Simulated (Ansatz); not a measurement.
Reactions of CH$_{8}$OSi$_{2}$, SMILES `C[SiH2]O[SiH3]`.

Program: Ansatz. Geometries: PBE0-D4/def2-TZVP. ΔE: electronic, gas phase. CBS: MP2 limit from def2 TZ/QZ plus the TZ coupled-cluster correction, frozen cores. This one scheme is used for every species. Double bonds are as drawn, so ΔE can hold a change between cis and trans. For Br outer-core shells are correlated without core-valence functions, which leaves a few kJ/mol of doubt a bond. Scalar relativity is left out up to krypton. Each species was taken in one conformer, which may not be the lowest.

Task: Order these by ΔE at CCSD(T)/CBS, lowest first. (Best estimate.)
A. `C[SiH2]O[SiH3]` + `FCN[SiH2]F` → `FCN[SiH3]` + `C[SiH2]O[SiH2]F`
B. `C[SiH2]O[SiH3]` + HBr → `[SiH3]O[SiH2]Br` + CH₄
C. `C[SiH2]O[SiH3]` + `CBNCO` → `CBN[SiH2]C` + `OCO[SiH3]`
D. `C[SiH2]O[SiH3]` + `CC(N)F` → `C[SiH2]C(N)F` + `CO[SiH3]`
E. `C[SiH2]O[SiH3]` + `C=CC(N)=O` → `N[SiH2]O[SiH3]` + `C=CC(C)=O`
F. `C[SiH2]O[SiH3]` + `C/C=C/C=O` → `O=C[SiH2]O[SiH3]` + `C/C=C/C`
G. `C[SiH2]O[SiH3]` + SiH₄ → `[SiH3]O[SiH2][SiH3]` + CH₄

Result: B (-1.11 eV), E (-0.22 eV), A (-0.04 eV), G (+0.08 eV), F (+0.70 eV), C (+0.91 eV), D (+2.20 eV).

Largest T1 diagnostic: 0.015, for `C=CC(N)=O`.
